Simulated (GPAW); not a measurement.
Crystal: FeO.

```xyz
2
Lattice="1.5177 0.8762 2.5158 -1.5177 0.8762 2.5158 0.0000 -1.7525 2.5158" Properties=species:S:1:pos:R:3 pbc="T T T"
Fe    0.0000    0.0000    0.0000
O     0.0000    0.0000    3.7737
```

Base run:

| Item | Value |
| --- | --- |
| Program | GPAW 26.7.0 |
| Functional | LDA |
| Potentials or basis | the program's PAW data sets (release 1.2.1) made for this functional |
| Cutoff | 600 eV |
| Basis | pw |
| k mesh | 8 × 8 × 8 |
| Occupations | gaussian, width 0.05 eV |
| Spin | collinear spin, ferromagnetic start |
| Starting moments | [4.0, 0.0] μB |
| Hubbard terms | Fe d U = 5 eV |

Its results: band gap on the k mesh none (metal or under the smearing width); pressure -18.4 GPa; net moment 4.00 μB per cell; site moments Fe +3.73; O +0.16 μB.

**Question.** The run is repeated on the same cell with these changes: hubbard terms from Fe d U = 5 eV to Fe d U = 1.5 eV. What comes out?

**Answer.** Band gap on the k mesh none (metal or under the smearing width); pressure -19.7 GPa; net moment 4.00 μB per cell; site moments Fe +3.58; O +0.22 μB.

Caveats: the cutoff is short for stress and forces, so pressures can be off by a GPa or more; a cell with one magnetic atom can't hold antiferromagnetic order, which such compounds often take.
